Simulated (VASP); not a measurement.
# KBr (strained rocksalt): one PBE single-point calculation in two programs

```
K Br
1.0
     0.00000    3.30225    3.30225
     3.22101    0.00000    3.30225
     3.22101    3.30225    0.00000
K Br
1 1
Direct
  0.00000 0.00000 0.00000
  0.50000 0.50000 0.50000
```

The two codes use different PAW datasets and cutoffs. VASP's cell holds 16 valence electrons and Ansatz's 16. Ansatz's stress includes a Pulay correction; VASP's doesn't.

Cutoffs: 520 eV in VASP, 420 eV in Ansatz. k meshes: 6×6×6 and 6×6×6.

```json
{"": "gap between bands v and c", "VASP": "4.48 eV", "Ansatz": "4.49 eV"}
{"": "least direct gap", "VASP": "4.48 eV", "Ansatz": "4.49 eV"}
{"": "pressure", "VASP": "1.2 GPa", "Ansatz": "1.2 GPa"}
```

Band v is the last that the valence electrons fill when counted band by band, and c is the next. Levels in eV from the top of v, Ansatz:

```tsv
point	v−1	v	c	c+1
Γ	-0.02	0.00	4.49	7.55
X	-0.29	-0.29	5.84	7.27
K	-0.68	-0.35	6.60	8.26
L	-0.37	-0.36	6.63	8.31
W	-0.62	-0.60	7.46	7.46
```

VASP:

```tsv
point	v−1	v	c	c+1
Γ	-0.02	0.00	4.48	7.55
X	-0.30	-0.29	5.84	7.26
K	-0.68	-0.35	6.60	8.25
L	-0.37	-0.36	6.63	8.31
W	-0.62	-0.60	7.46	7.46
```
